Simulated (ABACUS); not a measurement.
Ti:

```
CELL_PARAMETERS angstrom
-1.64100 1.64100 1.64100
1.64100 -1.64100 1.64100
1.64100 1.64100 -1.64100
ATOMIC_POSITIONS crystal
Ti 0.00000 0.00000 0.00000
```

This isn't the form of Ti at room conditions, which is hcp.

```yaml
Program: ABACUS 3.10.1
Task: single point
Functional: PBE
Potentials_or_basis: PseudoDojo NC SR 0.4.1 PBE standard
Cutoff: 1361 eV
Density_cutoff: 5442 eV
Basis: DZP LCAO (the cutoffs set its grid)
k_mesh: 11 × 11 × 11
Occupations: fermi-dirac, width 0.05 eV
Spin: no spin polarisation
```

On this cell: pressure -2.2 GPa; band gap on the k mesh none (metal or under the smearing width).

The same run follows on a disturbed copy (cell strained at random at fixed volume):

```
Ti
1.0
    -1.66514    1.66141    1.59911
     1.68039   -1.70507    1.65802
     1.60454    1.64447   -1.64278
Ti
1
Direct
  0.99280 0.00712 0.00682
```

Question: What does the disturbed cell give?

Answer: The energy (extrapolated to zero smearing) moves by +3.2 meV/atom; pressure -2.2 GPa; band gap on the k mesh none (metal or under the smearing width).

Stress tensor (GPa, compression positive):
```
-2.16  1.43 -0.61
 1.43 -1.79  1.08
-0.61  1.08 -2.57
```

Caveats: the atomic orbitals were generated for these runs and aren't a published set; the basis of atomic orbitals isn't converged, which shifts pressures, moduli and gaps.
